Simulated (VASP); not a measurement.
A run of VASP 6.6.1:

Contents of POSCAR:

```
BaF2
1.0
    0.0000000000      3.0878000000      3.0878000000
    3.0878000000      0.0000000000      3.0878000000
    3.0878000000      3.0878000000      0.0000000000
Ba F
1 2
Direct
    0.0000000000      0.0000000000      0.0000000000
    0.2500000000      0.2500000000      0.2500000000
    0.7500000000      0.7500000000      0.7500000000
```

Contents of INCAR.step1:

```
SYSTEM = BaF2
  ALGO = Normal
  EDIFF = 1E-5
  ENCUT = 520
  GGA = PE
  ISIF = 2
  ISMEAR = 0
  LASPH = .True.
  LCHARG = .False.
  LREAL = .False.
  LWAVE = .True.
  NELM = 80
  PREC = Accurate
  SIGMA = 0.02
```

The input INCAR.step2:

```
SYSTEM = BaF2
  ALGO = Normal
  EDIFF = 1E-7
  ENCUT = 520
  GGA = PE
  HFSCREEN = 0.2
  ISIF = 2
  ISMEAR = 0
  ISTART = 1
  LASPH = .True.
  LCHARG = .False.
  LHFCALC = .True.
  LREAL = .False.
  LWAVE = .False.
  NELM = 80
  PREC = Accurate
  PRECFOCK = Fast
  SIGMA = 0.02
```

The input KPOINTS:

```
k-points
0
Gamma
  6 6 6
  0 0 0
```

Potentials or basis: VASP PAW PBE potentials, release 64 (Ba_sv, F).

Run with:

```console
$ cat potpaw_PBE.64/Ba_sv/POTCAR potpaw_PBE.64/F/POTCAR > POTCAR
$ cp INCAR.step1 INCAR
$ mpirun -np 1 vasp_std > vasp.out
$ cp INCAR.step2 INCAR
$ mpirun -np 1 vasp_std > vasp.out
```

Hardware: 1 thread of AMD EPYC 9R45 96-Core Processor (Zen 5) (shared host).

How long does it take, and how much memory?

Wall time 20 min on 1 thread of AMD EPYC 9R45 96-Core Processor (Zen 5), on a shared host, peak memory 0.28 GiB. Counts: scf iterations 10, k points 16.
